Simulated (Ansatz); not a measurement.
Below is a relaxed structure of CoO. It comes from a database structure that was distorted and then relaxed.

Level of theory: Ansatz, DFT PBE, scalar-relativistic, plane waves, PAW. Cutoff 420 eV, Γ-centred mesh, Gaussian smearing, collinear spin.

```
Co O
1.0
     1.54566    0.89239    2.29776
    -1.54566    0.89239    2.29776
     0.00000   -1.78478    2.29776
Co O
1 1
Direct
  0.50000 0.50000 0.50000
  0.00000 0.00000 0.00000
```

Formation energies are uncorrected and refer to the elements' standard structures at the same level (O₂ as a molecule).

(1) What space group does it have?

(2) What is its formation energy per atom?

(3) Is it a metal?

(4) Which magnetic moments does it keep?

## Answers

(1) R-3m (No. 166). Conventional cell: a = 3.091 Å, c = 6.893 Å. Co is surrounded by 6 O at 2.12 Å; around O lie 6 Co at 2.12 Å.

(2) −0.49 eV/atom. A negative formation energy is needed for stability but isn't enough: competing phases decide.

(3) Yes, bands cross the Fermi level on the 24×24×24 mesh.

(4) 1.44 μB per atom net, the space between the atoms included; by site: Co 2.5; O 0.3 μB.

The last run used collinear spin, a 24×24×24 mesh for its 2-atom cell and Gaussian smearing of 0.10 eV. In such compounds of Co a zero gap at this level may well be an artefact, since no Hubbard U is applied. Another magnetic order may lie lower. A structure relaxed within its symmetry needn't be a true minimum.
